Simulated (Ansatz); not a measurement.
# AgCl (Cmcm) under strain

AgCl (Cmcm) from a database of computed structures, relaxed with r2SCAN in Ansatz 0.2.0. It is orthorhombic, Cmcm (No. 63); a = 3.726 Å, b = 11.112 Å, c = 3.942 Å in the conventional setting, 20.40 Å³ an atom. Ag is surrounded by 7 Cl at 2.73–3.24 Å; Cl is surrounded by 7 Ag at 2.73–3.24 Å.

The axes x, y and z are those of this cell:
```
CELL_PARAMETERS angstrom
1.86314 -5.55596 0.00000
1.86314 5.55596 0.00000
0.00000 0.00000 3.94205
ATOMIC_POSITIONS crystal
Ag 0.39578 0.60422 0.75000
Ag 0.60422 0.39578 0.25000
Cl 0.86592 0.13408 0.25000
Cl 0.13408 0.86592 0.75000
```

Unstrained: PBE gives an indirect gap of 0.450 eV, from Γ–Σ₀ (0.88 of the way from Γ) to Γ; the least direct gap is 1.972 eV at Γ. With r2SCAN the valence top lies at Γ–Σ₀ (0.88 of the way from Γ) and the conduction bottom at Γ, 1.006 eV higher; the smallest vertical gap, at Γ, is 2.579 eV. The HSE06 gap is indirect, 1.864 eV (Γ–Σ₀ (0.88 of the way from Γ) to Γ), below the direct gap of 3.535 eV at Γ. Meshes: PBE 8×8×6, r2SCAN 8×8×6, HSE06 6×6×4. Strains are changes of length per length. After each strain the atoms were relaxed again with r2SCAN in this cell and within any symmetry left, so distortions that break it or need a larger cell weren't tested; points keep the names that they have in the unstrained zone. (Simulation; spin polarisation is off.)

Changes of the least gap in eV (an overlap counts as a negative gap):
```json
{"strain": "epitaxial -4.85 % in the xy plane, free normal strain +7.27 %", "volume change (%)": "-2.9", "space group": "Cmcm", "PBE": "+0.098", "r2SCAN": "+0.133", "HSE06": "+0.139", "energy rise, r2SCAN (meV/atom)": "8.5"}
{"strain": "isotropic +1.65 % on every length", "volume change (%)": "+5.0", "space group": "Cmcm", "PBE": "-0.009", "r2SCAN": "-0.016", "HSE06": "-0.004", "energy rise, r2SCAN (meV/atom)": "7.6"}
{"strain": "isotropic +5.91 % on every length", "volume change (%)": "+18.8", "space group": "Cmcm", "PBE": "+0.168", "r2SCAN": "+0.135", "HSE06": "+0.208", "energy rise, r2SCAN (meV/atom)": "70.9"}
{"strain": "biaxial -5.08 % in x and y, z held", "volume change (%)": "-9.9", "space group": "Cmcm", "PBE": "+0.081", "r2SCAN": "+0.111", "HSE06": "+0.094", "energy rise, r2SCAN (meV/atom)": "38.2"}
```

Epitaxial -4.85 % in the xy plane, free normal strain +7.27 %. HSE06: the gap goes from 1.864 to 2.003 eV (+0.139 eV). Stress change with r2SCAN, compression positive: xx +1.62, yy +1.01, zz -0.03 GPa.

Isotropic +1.65 % on every length. HSE06: the gap goes from 1.864 to 1.860 eV (-0.004 eV). Stress change with r2SCAN, compression positive: xx -2.54, yy -1.68, zz -2.57 GPa. For HSE06, dE_g/d ln V = -0.1 eV over this step.

Isotropic +5.91 % on every length. HSE06: the gap goes from 1.864 to 2.072 eV (+0.208 eV). Stress change with r2SCAN, compression positive: xx -5.42, yy -2.09, zz -5.47 GPa. For HSE06, dE_g/d ln V = 1.2 eV over this step.

Biaxial -5.08 % in x and y, z held. HSE06: the gap goes from 1.864 to 1.958 eV (+0.094 eV). Stress change with r2SCAN, compression positive: xx +7.43, yy +6.06, zz +7.17 GPa.

Spin-orbit coupling is left out.

The meshes of the hybrids are coarse, so their gaps aren't converged to the digits shown.
